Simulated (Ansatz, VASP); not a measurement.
**Two plane-wave programs on Y**

The input INCAR:

```
SYSTEM = Y
PREC = Accurate ; ENCUT = 600
EDIFF = 1E-7 ; ISMEAR = 0
SIGMA = 0.1 ; LREAL = .False.
LASPH = .True. ; NELM = 100
ALGO = Normal ; ISIF = 3
LWAVE = .False. ; LCHARG = .False.
GGA = PS ; IBRION = 2
NSW = 80 ; EDIFFG = -0.05
```

The input KPOINTS:

```
regular mesh
0
Gamma
  8 8 8
  0 0 0
```

Contents of POSCAR:

```
Y
1.0
   -1.7912332522      1.7912332522      1.7912332522
    1.7912332522     -1.7912332522      1.7912332522
    1.7912332522      1.7912332522     -1.7912332522
Y
1
Direct
    0.0000000000      0.0000000000      0.0000000000
```

Input for Ansatz:

```yaml
crystal:
  lattice:
    - [-1.7912332522, 1.7912332522, 1.7912332522]
    - [1.7912332522, -1.7912332522, 1.7912332522]
    - [1.7912332522, 1.7912332522, -1.7912332522]
  atoms:
    - { symbol: "Y", position: [0.0, 0.0, 0.0] }
basis:
  ecutwfc: 420
kpoints:
  mp_grid: { grid: [8, 8, 8] }
hamiltonian:
  xc: pbesol
scf:
  occupations: { method: gaussian, width: 0.1 }
output:
  forces: true
  stress: true
  eigenvalues: true
relax:
  adjacent_minimum: "off"
  f_tol: 0.05
  max_steps: 60
  cell: { stress_tol: 0.5 }
```

Alike in both runs: task relaxation of cell and atoms; functional PBEsol; k mesh 8 × 8 × 8; occupations gaussian, width 0.1 eV; no spin polarisation.

|  | VASP | Ansatz |
| --- | --- | --- |
| version | VASP 6.6.1 | Ansatz 0.2.0 |
| potentials or method | VASP PAW PBE potentials, release 64 (Y_sv) | scalar-relativistic, plane waves, PAW |
| plane-wave cutoff (eV) | 600 | 420 |
| valence electrons in the cell | 11 | 11 |

|  | VASP | Ansatz | Ansatz less VASP |
| --- | --- | --- | --- |
| gap on the k mesh at the Fermi level, each at its own relaxed structure (eV) | none | none | - |
| relaxed volume (Å³/atom) | 31.28 | 31.26 | -0.017 |
| relaxed cell length with the largest relative difference (Å) | 3.438 | 3.437 | -0.0006 |
| energy change over the relaxation (meV/atom) | -421 | -431 | -10.5 |

A gap of «none» marks a metal or a gap that the smearing closes.

Caveats: the volume moved by over 15 % at a fixed basis, so the end points are rough (VASP); the PAW data sets were made with another functional, which shifts forces and pressure a little (VASP).
